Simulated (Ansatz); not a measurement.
Cost of a DFT run on BAs

```yaml
crystal:
  lattice:
    - [0.0, 2.3885, 2.34073]
    - [2.3885, 0.0, 2.34073]
    - [2.3885, 2.3885, 0.0]
  atoms:
    - { symbol: B, position: [0.0, 0.0, 0.0] }
    - { symbol: As, position: [0.25, 0.25, 0.25] }
kpoints:
  mp_grid: { grid: [16, 16, 16] }
scf:
  occupations: { method: fermi_dirac, width: 0.02 }
hamiltonian:
  xc: pbe
  pseudopotentials: { kind: paw }
output:
  forces: true
  stress: true
  populations: true
  efg:
    quadrupole_moments_barn: { B: 0.04059, As: 0.311 }
    contact_densities: true
relax:
  f_tol: 0.02
  max_steps: 60
```

```sh
ansatz run input.yaml --threads 1 --pin off --max-ram 3072MiB --backend cpu --events-out ev --progress --plain --runs-dir out
```

It runs on 1 thread of Intel Xeon 6975P-C (Granite Rapids) (x86_64; 16 cores open to the job, memory cap 3.0 GiB, no GPU), a shared host with a load of 2.0 a core.

Task: How much time and memory should be set aside?

Result: About 12 s of wall time (11 s of CPU time) and 0.51 GiB. The run holds 18 valence electrons in 13 bands, about 531 plane waves a k-point and 349 irreducible k-points, and took 6 SCF iterations, over 1 ionic steps. Times on a shared host vary by tens of per cent.
